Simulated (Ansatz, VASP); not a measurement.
## One calculation of Si, two programs

```
Si
1.0
     0.00000    2.67392    2.67392
     2.67392    0.00000    2.67392
     2.67392    2.67392    0.00000
Si
2
Direct
  0.50000 0.50000 0.50000
  0.75000 0.75000 0.75000
```

Alike in both runs: task single point; functional PBEsol; k mesh 10 × 10 × 10; occupations gaussian, width 0.02 eV; no spin polarisation.

|  | VASP | Ansatz |
| --- | --- | --- |
| version | VASP 6.6.1 | Ansatz 0.2.0 |
| potentials or method | VASP PAW PBE potentials, release 64 (Si) | scalar-relativistic, plane waves, PAW |
| plane-wave cutoff (eV) | 520 | 420 |
| valence electrons in the cell | 8 | 8 |

|  | VASP | Ansatz | Ansatz less VASP |
| --- | --- | --- | --- |
| gap on the k mesh at the Fermi level (eV) | 0.38 | 0.39 | +0.006 |
| least direct gap on the mesh (eV) | 2.53 | 2.54 | +0.003 |
| pressure (GPa) | 5.1 | 5.0 | -0.13 |

Caveats: the PAW data sets were made with another functional, which shifts forces and pressure a little (VASP). A k mesh can miss the band edges.
